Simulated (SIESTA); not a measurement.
A run of SIESTA 5.4.2 is set up as follows.

Contents of run.py:

```python
from ase import Atoms
from ase.calculators.siesta import Siesta
from ase.units import Ry, GPa

atoms = Atoms(
    ['Nb', 'Nb', 'P', 'P'],
    cell=[
        [-1.6749232544, 1.6749232544, 5.7401081759],
        [1.6749232544, -1.6749232544, 5.7401081759],
        [1.6749232544, 1.6749232544, -5.7401081759],
    ],
    scaled_positions=[
        [0.2498808, 0.7498808, 0.5],
        [0.4998808, 0.4998808, 0.0],
        [0.83274777, 0.33274777, 0.5],
        [0.08274777, 0.08274777, 0.0],
    ],
    pbc=True,
)

fdf = {
    'SCFMustConverge': False,
    'OccupationFunction': 'FD',
    'ElectronicTemperature': '0.05 eV',
    'MaxSCFIterations': '120',
    'SCF.Mixer.Method': 'Pulay',
    'SCF.Mixer.Weight': '0.25',
    'SCF.Mixer.History': '8',
    'SCF.DM.Tolerance': '5.0e-05',
    'SCF.H.Tolerance': '1.0e-03 eV',
    'WriteForces': 'true',
    'Charge.Mulliken': 'end',
    'BandLinesScale': 'ReciprocalLatticeVectors',
    'BandLines': ['  1    0.000000   0.000000   0.000000  \\Gamma', ' 14   -0.500000   0.500000   0.000000  X', '  2   -0.500000   0.500000  -0.042572  Y', '  9   -0.271286   0.271286  -0.271286  S', ' 11    0.000000   0.000000   0.000000  \\Gamma', '  6    0.500000   0.500000  -0.500000  Z', '  9    0.271286   0.728714  -0.728714  S1', '  3    0.000000   0.500000  -0.500000  N', ' 10   -0.250000   0.750000  -0.250000  P', '  3    0.042572   0.957428  -0.500000  Y1', ' 13    0.500000   0.500000  -0.500000  Z', '  1   -0.500000   0.500000   0.000000  X', '  3   -0.250000   0.750000  -0.250000  P'],
    'PAO.Basis': ['Nb.1 5', 'n=4 0 2', '  3.366 0.000', 'n=5 0 2', '  9.205 0.000', 'n=4 1 2', '  3.905 0.000', 'n=5 1 1', '  9.205', 'n=4 2 2', '  7.356 0.000'],
}
calc = Siesta(
    label="NbP",
    command="siesta < PREFIX.fdf > PREFIX.out",
    pseudo_path="pseudos",
    pseudo_qualifier="",
    xc=('GGA', 'PBE'),
    basis_set="DZP",
    mesh_cutoff=800 * Ry,
    energy_shift=0.003 * Ry,
    kpts=[8, 8, 8],
    spin="non-polarized",
    fdf_arguments=fdf,
)
atoms.calc = calc

print(f"energy = {atoms.get_potential_energy():.6f} eV")
free = atoms.get_potential_energy(force_consistent=True)
print(f"free energy = {free:.6f} eV")
print("forces (eV/A):")
print(atoms.get_forces(apply_constraint=False).round(6))
print("stress (GPa, Voigt order, tension positive):", (atoms.get_stress() / GPa).round(4))
```

Potentials or basis: PseudoDojo 0.4 standard (PBE files), DZP (energy shift 0.003 Ry; two zetas on semicore shells).

Run with:

```sh
$ python run.py
```

(1) Predict the band gap on the k mesh.

(2) What does it give for the largest force?

(3) Estimate the pressure.

## Answers

(1) none (metal or under the smearing width).

(2) 0.028 eV/Å.

(3) 0.8 GPa.

Caveat: the basis of atomic orbitals isn't converged, which shifts pressures, moduli and gaps.
